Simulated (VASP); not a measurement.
# Mg (P6_3/mmc) in VASP: notebook

One crystal, Mg, is run at these levels: PW91, AM05, PBE; tasks: relaxation of cell and atoms, single point.

All numbers are computed with VASP 6.6.1; they aren't measurements. Logs are shortened: lines on timing, memory, paths and dates and some standing lists are left out, and cuts for length are marked.

### 1 The structure

It takes space group P6_3/mmc (No. 194, hexagonal). The conventional cell has a = 3.209 Å, b = 3.209 Å, c = 5.210 Å, α = 90.00°, β = 90.00°, γ = 120.00°. Mg (site symmetry -6m2) is surrounded by 12 Mg at 3.20 to 3.21 Å.

### 2 Relaxation of cell and atoms, PW91

Contents of INCAR:

```
SYSTEM = Mg
ALGO = Fast ; EDIFF = 1E-7
EDIFFG = -0.01 ; ENCUT = 600
GGA = 91 ; IBRION = 2
ISIF = 3 ; ISMEAR = -1
LASPH = .TRUE. ; LCHARG = .FALSE.
LREAL = .FALSE. ; LWAVE = .FALSE.
NELM = 80 ; NSW = 60
PREC = Accurate ; SIGMA = 0.05
```

Contents of KPOINTS:

```
k-points
0
G
  10 10 5
  0 0 0
```

Contents of POSCAR:

```
Mg
1.0
    3.2093000000      0.0000000000      0.0000000000
   -1.6046500000      2.7793353284      0.0000000000
    0.0000000000      0.0000000000      5.2103000000
Mg
2
Direct
    0.6666666667      0.3333333333      0.7500000000
    0.3333333333      0.6666666667      0.2500000000
```

Potentials or basis: VASP PAW PBE potentials, release 64 (Mg).

Launch:

```console
> cat potpaw_PBE.64/Mg/POTCAR > POTCAR
> mpirun -np 1 vasp_std > vasp.out
```

OUTCAR:

```text
SYSTEM = Mg
   EDIFF = 1E-7
   EDIFFG = -0.01
   ENCUT = 600
   GGA = 91
   IBRION = 2
   ISIF = 3
   ISMEAR = -1
   LASPH = .TRUE.
   LREAL = .FALSE.
   NELM = 80
   NSW = 60
   PREC = Accurate

 ion  position               nearest neighbor table
   1  0.667  0.333  0.750-   2 3.20   2 3.20   2 3.20   2 3.20   2 3.20   2 3.20
   2  0.333  0.667  0.250-   1 3.20   1 3.20   1 3.20   1 3.20   1 3.20   1 3.20

  LATTYP: Found a hexagonal cell.
 ALAT       =     3.2093000000
 C/A-ratio  =     1.6235004518

  Lattice vectors:

 A1 = (   3.2093000000,   0.0000000000,   0.0000000000)
 A2 = (  -1.6046500000,   2.7793353284,   0.0000000000)
 A3 = (   0.0000000000,   0.0000000000,   5.2103000000)

Analysis of symmetry for initial positions (statically):
=====================================================================
 Subroutine PRICEL returns:
 Original cell was already a primitive cell.

 Routine SETGRP: Setting up the symmetry group for a
 hexagonal supercell.

 Subroutine GETGRP returns: Found 24 space group operations
 (whereof 12 operations were pure point group operations)
 out of a pool of 24 trial point group operations.

The static configuration has the point symmetry D_3d.
 The point group associated with its full space group is D_6h.

Analysis of symmetry for dynamics (positions and initial velocities):
=====================================================================
 Subroutine PRICEL returns:
 Original cell was already a primitive cell.

 Routine SETGRP: Setting up the symmetry group for a
 hexagonal supercell.

 Subroutine GETGRP returns: Found 24 space group operations
 (whereof 12 operations were pure point group operations)
 out of a pool of 24 trial point group operations.

The dynamic configuration has the point symmetry D_3d.
 The point group associated with its full space group is D_6h.

 Subroutine INISYM returns: Found 24 space group operations
 (whereof 12 operations are pure point group operations),
 and found     1 'primitive' translations

----------------------------------------------------------------------------------------

                                     Primitive cell

  volume of cell :      46.4744

  direct lattice vectors                    reciprocal lattice vectors
     3.209300000  0.000000000  0.000000000     0.311594429  0.179899127  0.000000000
    -1.604650000  2.779335328  0.000000000     0.000000000  0.359798255  0.000000000
     0.000000000  0.000000000  5.210300000     0.000000000  0.000000000  0.191927528

  length of vectors
     3.209300000  3.209300000  5.210300000     0.359798255  0.359798255  0.191927528

  position of ions in fractional coordinates (direct lattice)
     0.666666667  0.333333333  0.750000000
     0.333333333  0.666666667  0.250000000

  ion indices of the primitive-cell ions
   primitive index   ion index
                 1           1
                 2           2

----------------------------------------------------------------------------------------

 KPOINTS: k-points

Automatic generation of k-mesh.
 Grid dimensions read from file:
 generate k-points for:   10   10    5

 Generating k-lattice:

  Cartesian coordinates                     Fractional coordinates (reciprocal lattice)
     0.031159443  0.017989913  0.000000000     0.100000000 -0.000000000  0.000000000
     0.000000000  0.035979825  0.000000000     0.000000000  0.100000000  0.000000000
     0.000000000  0.000000000  0.038385506     0.000000000  0.000000000  0.200000000

  Length of vectors
     0.035979825  0.035979825  0.038385506

  Shift w.r.t. Gamma in fractional coordinates (k-lattice)
     0.000000000  0.000000000  0.000000000

 Subroutine IBZKPT returns following result:
 ===========================================

 Found     42 irreducible k-points:

 Following reciprocal coordinates:
            Coordinates               Weight
  0.000000  0.000000  0.000000      1.000000
  0.100000  0.000000  0.000000      6.000000
  0.200000  0.000000  0.000000      6.000000
  0.300000  0.000000  0.000000      6.000000
  0.400000  0.000000  0.000000      6.000000
  0.500000  0.000000  0.000000      3.000000
[... 16 lines left out ...]
  0.300000  0.100000  0.200000     24.000000
  0.400000  0.100000  0.200000     24.000000
 [... further k-points ...]
   k-points           NKPTS =     42   k-points in BZ     NKDIM =     42   number of bands    NBANDS=      6
   number of dos      NEDOS =    301   number of ions     NIONS =      2
   total plane-waves  NPLWV =  32928
   dimension x,y,z NGX =    28 NGY =   28 NGZ =   42
   dimension x,y,z NGXF=    56 NGYF=   56 NGZF=   84
   ions per type =               2
   NGX,Y,Z   is equivalent  to a cutoff of  14.50, 14.50, 13.40 a.u.
   NGXF,Y,Z  is equivalent  to a cutoff of  29.01, 29.01, 26.80 a.u.
 SYSTEM =  Mg
   PREC   = accura    normal or accurate (medium, high low for compatibility)
   ISTART =      0    job   : 0-new  1-cont  2-samecut
   ICHARG =      2    charge: 1-file 2-atom 10-const
   ISPIN  =      1    spin polarized calculation?
   LNONCOLLINEAR =      F non collinear calculations
   LSORBIT =      F    spin-orbit coupling
   LASPH  =      T    aspherical Exc in radial PAW
   ENCUT  =  600.0 eV  44.10 Ry    6.64 a.u.   6.41  6.41 10.41*2*pi/ulx,y,z
   NELM   =     80;   NELMIN=  2; NELMDL= -5     # of ELM steps
   EDIFF  = 0.1E-06   stopping-criterion for ELM
   LREAL  =      F    real-space projection
   EDIFFG = -.1E-01   stopping-criterion for IOM
   NSW    =     60    number of steps for IOM
   IBRION =      2    ionic relax: 0-MD 1-quasi-New 2-CG
   NFREE  =      1    steps in history (QN), initial steepest desc. (CG)
   ISIF   =      3    stress and relaxation
   ISYM   =      2    0-nonsym 1-usesym 2-fastsym
   POTIM  = 0.5000    time-step for ionic-motion
   TEBEG  =    0.0;   TEEND  =   0.0 temperature during run
   PSTRESS=    0.0 pullay stress
   NELECT =       4.0000    total number of electrons
   NUPDOWN=      -1.0000    fix difference up-down
   EMIN   =  10.00;   EMAX   =-10.00  energy-range for DOS
   EFERMI =   0.00;   METHOD = LEGACY
   ISMEAR =    -1;   SIGMA  =   0.05  broadening in eV -4-tet -1-fermi 0-gaus
   EFERMI_NEDOS =   21; number of points for ismear=-14 and -15
   IALGO  =     68    algorithm
   IMIX   =      4    mixing-type and parameters
     AMIX     =   0.40;   BMIX     =  1.00
     AMIX_MAG =   1.60;   BMIX_MAG =  1.00
  volume/ion in A,a.u.               =      23.24       156.81
  Fermi-wavevector in a.u.,A,eV,Ry     =   0.722809  1.365911  7.108401  0.522453
  Thomas-Fermi vector in A             =   1.812866
   LORBIT       =      0    0 simple, 1 ext, 2 COOP (PROOUT), +10 PAW based schemes
   GGA     = 91    functional components
   LHFCALC =     F    Hartree Fock is set to
   AEXX    =    0.0000 exact exchange contribution
   IVDW    =     0    specifies the selected vdW correction
   LEPSILON=     F    determine dielectric tensor
   LRPA    =     F    only Hartree local field effects (RPA)
 conjugate gradient relaxation of ions
 non-spin polarized calculation
 RMM-DIIS sequential band-by-band and
  energy-cutoff  :      600.00
  volume of cell :       46.47
 maximum number of plane-waves:      1578
 NGX is ok and might be reduce to    28
   NGX = 13   NGY = 13   NGZ = 21

--------------------------------------- Ionic step        1  -------------------------------------------

 number of electron       4.0000000 magnetization

 Free energy of the ion-electron system (eV)
  ---------------------------------------------------
  ext. energy  EPLUGINS =         0.00000000
  ---------------------------------------------------
  free energy    TOTEN  =        -2.94908918 eV

  energy without entropy =       -2.93709897  energy(sigma->0) =       -2.94309407

------------------------ aborting loop because EDIFF is reached ----------------------------------------

  FORCE on cell =-STRESS in cart. coord.  units (eV):
  Direction    XX          YY          ZZ          XY          YZ          ZX
  --------------------------------------------------------------------------------------
  -------------------------------------------------------------------------------------
  Total       -0.2467180     -0.2467180      0.0844030      0.0000000     -0.0000000     -0.0000000
  in kB       -8.5054514     -8.5054514      2.9097417      0.0000000     -0.0000000     -0.0000000
  external PRESSURE =      -4.7003871 kB  Pullay stress =       0.0000000 kB

 VOLUME and BASIS-vectors are now :
 -----------------------------------------------------------------------------
  energy-cutoff  :      600.00
  volume of cell :       46.47
      direct lattice vectors                 reciprocal lattice vectors
     3.209300000  0.000000000  0.000000000     0.311594429  0.179899127  0.000000000
    -1.604650000  2.779335328  0.000000000     0.000000000  0.359798255  0.000000000
     0.000000000  0.000000000  5.210300000     0.000000000  0.000000000  0.191927528
[... 145 lines left out ...]
 POSITION                                       TOTAL-FORCE (eV/Angst)
 -----------------------------------------------------------------------------------
      1.57668      0.91030      3.96144        -0.000000     -0.000000      0.000000
     -0.00000      1.82060      1.32048         0.000000      0.000000      0.000000
 -----------------------------------------------------------------------------------
    total drift:                                0.000000     -0.000000      0.000000

  FREE ENERGIE OF THE ION-ELECTRON SYSTEM (eV)
  ---------------------------------------------------
  free  energy   TOTEN  =        -2.9543862272 eV

  energy  without entropy=       -2.9459961829  energy(sigma->0) =       -2.95019121

--------------------------------------- Ionic step        6  -------------------------------------------

 number of electron       4.0000000 magnetization

 Free energy of the ion-electron system (eV)
  ---------------------------------------------------
  ext. energy  EPLUGINS =         0.00000000
  ---------------------------------------------------
  free energy    TOTEN  =        -2.95482710 eV

  energy without entropy =       -2.94620785  energy(sigma->0) =       -2.95051748

 E-fermi :   2.6702     XC(G=0):  -8.5086

 val. band max:        2.6066930368   @ k =   0.3000   0.3000   0.4000
 cond. band min:       2.6855367777   @ k =   0.4000   0.1000   0.4000
 fundamental gap:      0.0788437409
 Fermi energy:         2.6702434401

 k-point     1 :       0.0000    0.0000    0.0000
  band No.  band energies     occupation
      1      -4.3071      2.00000
      2       0.8004      2.00000
      3       1.1014      2.00000
      4      13.8746      0.00000
      5      13.8746      0.00000
      6      14.0445      0.00000

 k-point     2 :       0.1000    0.0000    0.0000
  band No.  band energies     occupation
      1      -4.1064      2.00000
      2       0.9844      2.00000
      3       1.2970      2.00000
      4      11.0442      0.00000
      5      12.4577      0.00000
      6      13.1778      0.00000
[... 181 lines left out ...]
 k-point    23 :       0.3000    0.1000    0.2000
  band No.  band energies     occupation
      1      -1.5217      2.00000
      2       1.5449      2.00000
      3       4.1700      0.00000
      4       5.7042      0.00000
      5       7.0589      0.00000
      6       8.3604      0.00000

 k-point    24 :       0.4000    0.1000    0.2000
  band No.  band energies     occupation
      1       0.0216      2.00000
      2       1.8549      2.00000
      3       3.1953      0.00006
      4       4.9598      0.00000
      5       6.8722      0.00000
      6       7.9065      0.00000

 [... further k-points ...]

------------------------ aborting loop because EDIFF is reached ----------------------------------------

  FORCE on cell =-STRESS in cart. coord.  units (eV):
  Direction    XX          YY          ZZ          XY          YZ          ZX
  --------------------------------------------------------------------------------------
  -------------------------------------------------------------------------------------
  Total        0.0055181      0.0055181      0.0028107     -0.0000000     -0.0000000      0.0000000
  in kB        0.1927167      0.1927167      0.0981631     -0.0000000     -0.0000000      0.0000000
  external PRESSURE =       0.1611989 kB  Pullay stress =       0.0000000 kB

 VOLUME and BASIS-vectors are now :
 -----------------------------------------------------------------------------
  energy-cutoff  :      600.00
  volume of cell :       45.88
      direct lattice vectors                 reciprocal lattice vectors
     3.163992078  0.000000000 -0.000000000     0.316056417  0.182475258  0.000000000
    -1.581996039  2.740097517  0.000000000     0.000000000  0.364950515  0.000000000
     0.000000000 -0.000000000  5.291541917     0.000000000 -0.000000000  0.188980833

 POSITION                                       TOTAL-FORCE (eV/Angst)
 -----------------------------------------------------------------------------------
      1.58200      0.91337      3.96866        -0.000000     -0.000000     -0.000000
     -0.00000      1.82673      1.32289         0.000000      0.000000      0.000000
 -----------------------------------------------------------------------------------
    total drift:                                0.000000     -0.000000      0.000000

  FREE ENERGIE OF THE ION-ELECTRON SYSTEM (eV)
  ---------------------------------------------------
  free  energy   TOTEN  =        -2.9548271016 eV

  energy  without entropy=       -2.9462078531  energy(sigma->0) =       -2.95051748

 reached required accuracy - stopping structural energy minimisation
```

Wall time 46 s (1 thread of Intel Xeon Platinum 8259CL at 2.50GHz (Skylake/Cascade Lake), shared host); peak memory 0.19 GiB.

Results:

```
Free energy                            : -2.9548 eV
Relaxed volume                         : 22.94 Å³/atom
Relaxed cell                           : a = 3.164 Å, b = 3.164 Å, c = 5.292 Å, α = 90.00°, β = 90.00°, γ = 120.00°
Space group after relaxing (to 0.05 Å) : P6_3/mmc (No. 194)
Energy gained by relaxing              : 2.9 meV/atom
Ionic steps                            : 6
Pressure after relaxing                : 0.0 GPa
Band gap on the k mesh                 : none (metal or under the smearing width)
```

The path:
| step | energy change (eV) | largest force (eV/Å) | pressure (GPa) | volume (Å³) |
| --- | --- | --- | --- | --- |
| 1 | 0.0000 | 0.0000 | -0.47 | 46.47 |
| 2 | -0.0027 | 0.0000 | -0.12 | 46.02 |
| 3 | -0.0043 | 0.0000 | 0.44 | 45.34 |
| 4 | -0.0053 | 0.0000 | 0.32 | 45.50 |
| 5 | -0.0053 | 0.0000 | 0.33 | 45.49 |
| 6 | -0.0057 | 0.0000 | 0.02 | 45.88 |

Final structure:
```
Mg
1.0
     3.16399    0.00000    0.00000
    -1.58200    2.74010    0.00000
     0.00000    0.00000    5.29154
Mg
2
Cartesian
  1.5820 0.9134 3.9687
  0.0000 1.8267 1.3229
```

Levels at points of the mesh, in eV from the Fermi level:
```tsv
k point	band 1	band 2	band 3	band 4	band 5
(0.00, 0.00, 0.00)	-6.98	-1.87	-1.57	11.20	11.20
(0.50, 0.00, 0.00)	-2.11	-2.08	2.58	2.94	3.02
```

Caveat: the PAW data sets were made with another functional, which shifts forces and pressure a little.

### 3 Relaxation of cell and atoms, AM05

Contents of INCAR:

```
  PREC = Accurate
  ENCUT = 600
  EDIFF = 1E-7
  ISMEAR = -1
  SIGMA = 0.05
  LREAL = False
  LASPH = True
  NELM = 80
  ALGO = Normal
  ISIF = 3
  LWAVE = False
  LCHARG = False
  GGA = AM
  IBRION = 2
  NSW = 60
  EDIFFG = -0.01
```

Contents of KPOINTS:

```
Automatic mesh
0
Gamma
  10 10 5
```

POSCAR is that of step 2.

Potentials or basis: VASP PAW PBE potentials, release 64 (Mg).

Launch:

```console
> cat potpaw_PBE.64/Mg/POTCAR > POTCAR
> mpirun -np 1 vasp_std > vasp.out
```

Run time: 55 s. Hardware: 1 thread of Intel Xeon Platinum 8259CL at 2.50GHz (Skylake/Cascade Lake), shared host; peak memory 0.18 GiB.

The run converged. Its results:

| Item | Value |
| --- | --- |
| Free energy | -3.2656 eV |
| Relaxed volume | 22.63 Å³/atom |
| Relaxed cell | a = 3.152 Å, b = 3.152 Å, c = 5.261 Å, α = 90.00°, β = 90.00°, γ = 120.00° |
| Space group after relaxing (to 0.05 Å) | P6_3/mmc (No. 194) |
| Energy gained by relaxing | 4.0 meV/atom |
| Ionic steps | 7 |
| Pressure after relaxing | 0.0 GPa |
| Band gap on the k mesh | none (metal or under the smearing width) |

The path:
| step | energy change (eV) | largest force (eV/Å) | pressure (GPa) | volume (Å³) |
| --- | --- | --- | --- | --- |
| 1 | 0.0000 | 0.0000 | -1.00 | 46.47 |
| 2 | -0.0053 | 0.0000 | -0.24 | 45.51 |
| 3 | -0.0061 | 0.0000 | 0.21 | 44.98 |
| 4 | -0.0074 | 0.0000 | 0.20 | 45.02 |
| 5 | -0.0079 | 0.0000 | 0.19 | 45.04 |
| 6 | -0.0079 | 0.0000 | 0.18 | 45.04 |
| 7 | -0.0080 | 0.0000 | 0.00 | 45.27 |

Final structure:
```
Mg
1.0
     3.15212    0.00000    0.00000
    -1.57606    2.72981    0.00000
     0.00000    0.00000    5.26060
Mg
2
Cartesian
  1.5761 0.9099 3.9455
  0.0000 1.8199 1.3152
```

Levels at points of the mesh, in eV from the Fermi level:
```
           k point  band 1  band 2  band 3  band 4  band 5  band 6
(0.00, 0.00, 0.00)   -7.04   -1.92   -1.51   11.25   11.25   11.50
(0.50, 0.00, 0.00)   -2.17   -2.07    2.59    2.88    3.10    3.60
```

Caveat: the PAW data sets were made with another functional, which shifts forces and pressure a little.

### 4 Single point, PBE

Contents of INCAR:

```
PREC = Accurate
ENCUT = 520
EDIFF = 1E-6
ISMEAR = 0
SIGMA = 0.02
LREAL = F
LASPH = T
NELM = 80
ALGO = Normal
ISIF = 2
LWAVE = F
LCHARG = F
GGA = PE
```

Contents of KPOINTS:

```
regular mesh
0
Gamma
  10 10 5
```

POSCAR is that of step 3.

Launch:

```console
> cat potpaw_PBE.64/Mg/POTCAR > POTCAR
> mpirun -np 1 vasp_std > vasp.out
```

Wall time 5.1 s (1 thread of Intel Xeon 6975P-C (Granite Rapids), shared host); peak memory 0.15 GiB.

The run converged. Its results:

```yaml
Free_energy: -2.9992 eV
Pressure: -0.6 GPa
Band_gap_on_the_k_mesh: none (metal or under the smearing width)
```

Stress tensor (GPa, compression positive):
```
-0.81  0.00  0.00
 0.00 -0.81  0.00
 0.00  0.00 -0.09
```

Levels at points of the mesh, in eV from the Fermi level:
```tsv
k point	band 1	band 2	band 3	band 4	band 5	band 6
(0.00, 0.00, 0.00)	-6.87	-1.65	-1.24	10.88	10.89	10.97
(0.50, 0.00, 0.00)	-2.11	-2.11	2.65	3.03	3.25	3.66
```

### 5 Summary

```csv
task,level,cell,cutoff (eV),smearing,gap on the mesh (eV),pressure (GPa),relaxed volume (Å³/atom)
relaxation of cell and atoms,PW91,relaxed,600,fermi-dirac 0.05 eV,none,0.0,22.94
relaxation of cell and atoms,AM05,relaxed,600,fermi-dirac 0.05 eV,none,0.0,22.63
single point,PBE,as given,520,gaussian 0.02 eV,none,-0.6,-
```

Alike in all rows: potentials or basis VASP PAW PBE potentials, release 64 (Mg); no spin polarisation; k mesh 10 × 10 × 5.

Caveats: the PAW data sets were made with another functional, which shifts forces and pressure a little (some runs).

Total energies depend on the potentials used, so only differences within one code and one set of settings carry meaning.
